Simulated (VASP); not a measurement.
A run of VASP 6.6.1 is set up as follows.

INCAR

```
SYSTEM = HfO2
PREC = Accurate ; ENCUT = 600
EDIFF = 1E-8 ; ISMEAR = 0
SIGMA = 0.02 ; LREAL = .False.
LASPH = .True. ; NELM = 60
ALGO = Normal ; ISIF = 2
LWAVE = .False. ; LCHARG = .False.
LEPSILON = .True. ; IBRION = 8
NSW = 1
```

Contents of KPOINTS:

```
Automatic mesh
0
Gamma
  8 8 8
  0 0 0
```

POSCAR

```
HfO2
1.0
    0.0000000000      2.4899300000      2.4899300000
    2.4899300000      0.0000000000      2.4899300000
    2.4899300000      2.4899300000      0.0000000000
Hf O
1 2
Direct
    1.0000000000      0.0000000000      1.0000000000
    0.7500000000      0.7500000000      0.7500000000
    0.2500000000      0.2500000000      0.2500000000
```

Potentials or basis: VASP PAW LDA potentials, release 64 (Hf, O).

Run with:

```bash
$ cat potpaw_LDA.64/Hf/POTCAR potpaw_LDA.64/O/POTCAR > POTCAR
$ mpirun -np 1 vasp_std > vasp.out
```

(1) What does it give for the electronic dielectric tensor (diagonal)?

(2) Predict the Born charges (mean of the diagonal).

(3) Predict the band gap on the k mesh.

(4) Estimate the highest phonon frequency at Γ, LO-TO splitting left out.

## Answers

(1) 5.17.

(2) Hf +5.59; O -2.79 e.

(3) 3.72 eV, direct.

(4) 612 cm⁻¹.

Caveat: spin-orbit coupling is left out, which moves the levels of the heavy elements.
